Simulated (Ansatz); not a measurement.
# AlN: the cost of one run

Program: Ansatz 0.2.0. Level of theory: DFT PBE, scalar-relativistic, plane waves, PAW. These are calculated values, not measurements.

4 further runs of the same task are left out: 1 that didn't finish, 3 set aside as unsound or not needed.

**1. Starting point**

The structure is cubic, space group F-43m (No. 216). Conventional cell: a = 4.403 Å, b = 4.403 Å, c = 4.403 Å, α = 90.00°, β = 90.00°, γ = 90.00°. Al (site symmetry -43m) has 4 N at 1.91 Å as nearest neighbours. Around N (site symmetry -43m) lie 4 Al at 1.91 Å.

As a file:

```xyz
4
Lattice="0.0000 -2.2016 -2.2016 0.0000 2.2016 -2.2016 4.4032 0.0000 0.0000" Properties=species:S:1:pos:R:3 pbc="T T T"
Al    2.2016    0.0000   -2.2016
Al    0.0000    0.0000    0.0000
N     1.1008    1.1008   -1.1008
N     3.3024   -1.1008   -1.1008
```

It goes back to an entry of the Materials Project, which need not be the stable form.

It is built from the cell relaxed beforehand with the same method (10.67 Å³/atom).

**2. Zero of energy**

The cell is repeated 2 times, 4 atoms in all. The reference gives a free energy of -1848.4220 eV, pressure 0.00 GPa, largest force 0.000 eV/Å and gap on the mesh 3.31 eV. It was computed beforehand with the settings of the runs below.

**3. The disturbance**

Cell sheared at random, sigma 0.01, atoms nudged by 0.01 Å. Displacements in the unstrained cell, with the mean shift removed:

| atom | ux (Å) | uy (Å) | uz (Å) |
| --- | --- | --- | --- |
| Al1 | 0.005 | 0.002 | 0.002 |
| Al2 | -0.012 | 0.001 | 0.002 |
| N3 | 0.007 | 0.000 | -0.002 |
| N4 | 0.000 | -0.002 | -0.002 |

Strain (xx, yy, zz, yz, xz, xy; engineering shear): (-0.0128, 0.0088, 0.0040, 0.0017, 0.0032, -0.0044).

**4. The disturbed cell, one point**

Input file input.yaml:

```yaml
crystal:
  lattice:
    - [0.0012875185, -2.2228450307, -2.2123850013]
    - [-0.0084103634, 2.219067177, -2.2086071476]
    - [4.3466182756, -0.0096978818, 0.0071228449]
  atoms:
    - { symbol: Al, position: [0.4991746859, 0.4999711881, 0.5011652934] }
    - { symbol: Al, position: [-0.0005567417, -0.0002315265, -0.0026519673] }
    - { symbol: "N", position: [0.0004317067, 0.5004292296, 0.2514922233] }
    - { symbol: "N", position: [0.5009503491, -0.0001688911, 0.7499944506] }
basis:
  ecutwfc: 420
kpoints:
  mp_grid: { grid: [8, 8, 6] }
hamiltonian:
  xc: pbe
scf:
  occupations: { method: gaussian, width: 0.05 }
output:
  forces: true
  stress: true
  eigenvalues: true
```

Command:

```
> ansatz run input.yaml --threads 1 --pin off --max-ram 2560MiB --backend cpu --events-out ev --progress --plain --runs-dir out
```

**Question.** How long does this run take on 1 thread of Intel Xeon Platinum 8488C (Sapphire Rapids), shared host, and how much memory does it need?

About 6.1 s, with a peak of 0.45 GiB.
